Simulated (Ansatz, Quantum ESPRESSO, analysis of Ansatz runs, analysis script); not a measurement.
# V_N (site 1) in Be3N2 (P6_3/mmc): one cell, two programs (Ansatz and Quantum ESPRESSO), part 2 of 2

How far apart do two plane-wave programs put the levels and formation energies of V_N (site 1) in Be3N2 (P6_3/mmc)? Both take a cell of 120 host atoms with 1 N taken out.

Ansatz and Quantum ESPRESSO ; two programs on one cell.

So far: Set-up; Ansatz: the charge states.

### Step 3. Quantum ESPRESSO: the charge states

Level of this step: Quantum ESPRESSO plane-wave DFT, PBEsol, GBRV 1.5 PBEsol potentials; relaxation of all atoms of a defect supercell at fixed charge in a uniform background (Quantum ESPRESSO).

Each charge needs its own total energy at its own relaxed structure. Quantum ESPRESSO starts from the structures that Ansatz relaxed in the same cell. A uniform background keeps charged cells neutral.

Method: Quantum ESPRESSO plane-wave DFT, PBEsol, GBRV 1.5 PBEsol potentials. One state in full; the table below says how the others differ.

The input, pw.in:

```
&CONTROL
  calculation = 'relax'
  prefix = 'pwscf'
  outdir = './tmp'
  pseudo_dir = './pseudo'
  tprnfor = .true.
  disk_io = 'low'
  nstep = 70
  forc_conv_thr = 0.00078
  etot_conv_thr = 0.0001
/
&SYSTEM
  ibrav = 0
  nat = 119
  ntyp = 2
  ecutwfc = 40
  ecutrho = 324
  nbnd = 265
  occupations = 'fixed'
  tot_charge = 1
  nosym = .true.
/
&ELECTRONS
  conv_thr = 1d-07
  electron_maxstep = 100
  mixing_beta = 0.5
/
&IONS
  ion_dynamics = 'bfgs'
/
ATOMIC_SPECIES
Be     9.0122 be_pbesol_v1.4.uspp.F.UPF
N     14.0070 n_pbesol_v1.2.uspp.F.UPF
CELL_PARAMETERS angstrom
   8.5162338972    4.9168499798    0.0000000000
  -8.5162338972    4.9168499798    0.0000000000
   0.0000000000    0.0000000000    9.7126053568
ATOMIC_POSITIONS crystal
Be    -0.0002097186    0.3330258983    0.0776999682
Be     0.1669269622    0.1667387163    0.0768810582
[... 3 atom lines left out ...]
Be     0.3202274048    0.3200356735    0.5798708950
[... 35 atom lines left out ...]
Be     0.3202935448    0.4998647886    0.4198994545
[... 11 atom lines left out ...]
N      0.3339302975    0.6658146789    0.4998510614
[... 15 atom lines left out ...]
Be     0.5000664541    0.3201272836    0.4199007459
[... 12 atom lines left out ...]
N      0.6659974268    0.3337576468    0.4998750178
[... 10 atom lines left out ...]
Be     0.4998508154    0.6794143165    0.5798026421
Be     0.6796061402    0.4997057940    0.5798036576
[... 5 atom lines left out ...]
Be     0.6797390673    0.6795832319    0.4198286073
[... 1 atom line left out ...]
Be     0.4999607709    0.4997815007    0.2574807500
[... 2 atom lines left out ...]
Be     0.4999735563    0.4997941666    0.7422705204
[... 5 atom lines left out ...]
N      0.6660482527    0.8320292839    0.5000468526
N      0.8322011955    0.6658797833    0.5000202335
[... 5 atom lines left out ...]
N      0.8337132827    0.8335360842    0.7512456748
K_POINTS crystal
1
0.25 0.25 0.25 1.0
```

The input, pp_potential.in:

```
&INPUTPP
  prefix = 'pwscf'
  outdir = './tmp'
  filplot = 'potential.dat'
  plot_num = 11
/
&PLOT
  nfile = 1
  filepp(1) = 'potential.dat'
  iflag = 3
  output_format = 6
  fileout = 'potential.cube'
/
```

The run is started by

```bash
$ OMP_NUM_THREADS=1 mpirun -n 4 pw.x -in pw.in > pw.out
$ OMP_NUM_THREADS=1 mpirun -n 4 pp.x -in pp_potential.in > pp_potential.out
```

Output:

```text
[shortened: banners, details of potentials and solvers, and blank lines are left out]
     one sub-group per band group will be used
     scalapack distributed-memory algorithm (size of sub-group:  2*  2 procs)
     bravais-lattice index     =            0
     lattice parameter (alat)  =      18.5830  a.u.
     unit-cell volume          =    5489.0461 (a.u.)^3
     number of atoms/cell      =          119
     number of atomic types    =            2
     number of electrons       =       522.00
     number of Kohn-Sham states=          265
     kinetic-energy cutoff     =      40.0000  Ry
     charge density cutoff     =     324.0000  Ry
     scf convergence threshold =      1.0E-07
     mixing beta               =       0.5000
     number of iterations used =            8  plain     mixing
     energy convergence thresh.=      1.0E-04
     force convergence thresh. =      7.8E-04
     Exchange-correlation= SLA  PW   PSX  PSC
                           (   1   4  10   8   0   0   0)
[...]
total energy              =   -2977.79029622 Ry
     estimated scf accuracy    <       0.00000065 Ry
     iteration # 12     ecut=    40.00 Ry     beta= 0.50
[...]
k = 0.0000 0.5000 0.2531 ( 23448 PWs)   bands (ev):
   -89.3563 -89.3562 -89.3382 -89.3381 -89.3358 -89.3357 -89.3261 -89.3250
[...]
highest occupied, lowest unoccupied level (ev):     8.5675   11.9663
!    total energy              =   -2977.79029640 Ry
     estimated scf accuracy    <       0.00000006 Ry
[...]
convergence has been achieved in  12 iterations
     Forces acting on atoms (cartesian axes, Ry/au):
     atom    1 type  1   force =     0.00003363   -0.00000032   -0.00026641
[...]
Total force =     0.003445     Total SCF correction =     0.000504
[...]
bfgs converged in   1 scf cycles and   0 bfgs steps
[...]
End of BFGS Geometry Optimization
     Final energy             =   -2977.7902964011 Ry
[...]
ATOMIC_POSITIONS (crystal)
Be              -0.0002097186        0.3330258983        0.0776999682
[...]
JOB DONE.
```

Elapsed: 1.9 min, on 4 MPI ranks of Intel Xeon Platinum 8559C (Emerald Rapids), shared host; peak memory 2.2 GiB.

The runs, on 4 MPI ranks of Intel Xeon Platinum 8559C (Emerald Rapids), shared host:

```
charge  moment held (μB)                k-points   occupations    outcome  force calls  largest force component (eV/Å)     time
    +1           no spin  one point at (¼, ¼, ¼)         fixed  converged            1                           0.018  1.9 min
    +3           no spin  one point at (¼, ¼, ¼)  0.01 eV wide  converged            1                           0.019  1.8 min
    +2                 1  one point at (¼, ¼, ¼)         fixed  converged            2                           0.010  4.9 min
     0                 1  one point at (¼, ¼, ¼)         fixed  converged            2                           0.016  5.2 min
```

### Step 4. Corrections

A charged cell interacts with its periodic copies and the background. The energy of a point charge, screened by the host's static dielectric constant, removes the leading part. The potential at far atoms (Gaussian weight of 0.7 Å), less the host's and less the model's, gives a shift, which enters times the charge. Each program has its own host run, band edges and elemental references.

Ansatz, by state, in eV:

```
charge  moment (μB)  energy over the host, electrons at the valence top  point-charge term  shift at far sites  its spread  correction
    +1            0                                             381.182              0.119              -0.157       0.020      -0.038
    +3            0                                             379.687              1.072              -0.270       0.059       0.261
    +2            1                                             380.585              0.476              -0.211       0.037       0.054
     0            1                                             384.449              0.000              -0.123       0.017       0.000
```

Quantum ESPRESSO, by state, in eV:

```
charge  moment (μB)  energy over the host, electrons at the valence top  point-charge term  shift at far sites  its spread  correction
    +1            0                                             276.084              0.119              -0.155       0.019      -0.036
    +3            0                                             274.623              1.072              -0.264       0.055       0.280
    +2            1                                             275.505              0.476              -0.206       0.035       0.065
     0            1                                             279.347              0.000              -0.123       0.017       0.000
```

### Step 5. Side by side

Gap and levels in eV, each from its own valence top; in brackets without the correction:

```
         program    gap        (+3/+2)        (+2/+1)         (+1/0)
          Ansatz  3.244  0.691 (0.899)  0.505 (0.597)  3.305 (3.267)
Quantum ESPRESSO  3.242  0.667 (0.882)  0.478 (0.578)  3.300 (3.264)
```

Formation energies in eV, Fermi level at the valence top, the exchanged atoms taken from or given to their elements:

```
charge  Ansatz  Quantum ESPRESSO  difference
    +3   1.471             1.602       0.131
    +2   2.163             2.268       0.105
    +1   2.668             2.746       0.078
     0   5.973             6.046       0.073
```

### Step 6. What came out

| Quantity | Value |
| --- | --- |
| difference in the gap | 0.002 eV |
| largest difference in a level | 0.027 eV |
| largest difference in a formation energy | 0.131 eV |

The corrected levels differ by at most 0.027 eV, at (+2/+1), the gaps by 0.002 eV and the formation energies by 0.131 eV. Ansatz gives (+3/+1) at 0.60 eV above the valence top, in a gap of 3.24 eV (charges 0 to +3 were run). Quantum ESPRESSO gives (+3/+1) at 0.57 eV above the valence top, in a gap of 3.24 eV (charges 0 to +3 were run). From the first structures the second relaxations gained under 0.001 eV. The remarks that follow take the numbers of Ansatz. Of the steps between neighbouring charges, (+1/0) (3.30 eV) lies outside the gap. Where such a step puts a carrier into a host band, it costs more at these k-points than at the band edge (no band-filling term is applied), and its value means little; where the carrier stays bound, the too small gap or a large relaxation puts the step outside. The step into charge +2 lies higher than the step out of it, so by these energies that charge is never the lowest (negative-U order). The potential shift scatters over the far sites; times the charge that is up to 0.18 eV, a measure of how far the corrections hold. Under Be-rich conditions the lowest formation energy of the charges run is negative for Fermi levels from 0.00 to 0.44 eV. The elemental reference is the N2 molecule, taken at 0 K, with no correction of the binding and no zero-point energy. Core time for the states listed: 18 min with Ansatz, the first from displaced ideal sites and the others chained to it, 55 min with Quantum ESPRESSO from relaxed ones, on shared hosts. Agreement tests the programs, not the model: both share the functional (Ansatz's PAW files were made with PBE), the cell, the sampling and the correction. Keep in mind: one k-point off the zone centre stands for the whole zone; the host was not tested for a distortion of lower energy; PBEsol makes the gap too small and tends to spread out bound carriers.

[Logs are printed without paths, hosts, clocks, repeated set-up lines and the standing remarks that a program may print on its own settings, such as how far it seeks lower states.]

[Hosts, paths, dates, database ids (printed as entryN), source tags and the programs' standing remarks are cut or masked in the printed files.]

[Where a table of states has a column of steps, it counts the stored structures, which are thinned; the runs took as many ionic steps or more.]

[For some hosts the program warned that the k-mesh of the response run may be too coarse for force constants and the static dielectric constant; such warnings are not shown here.]
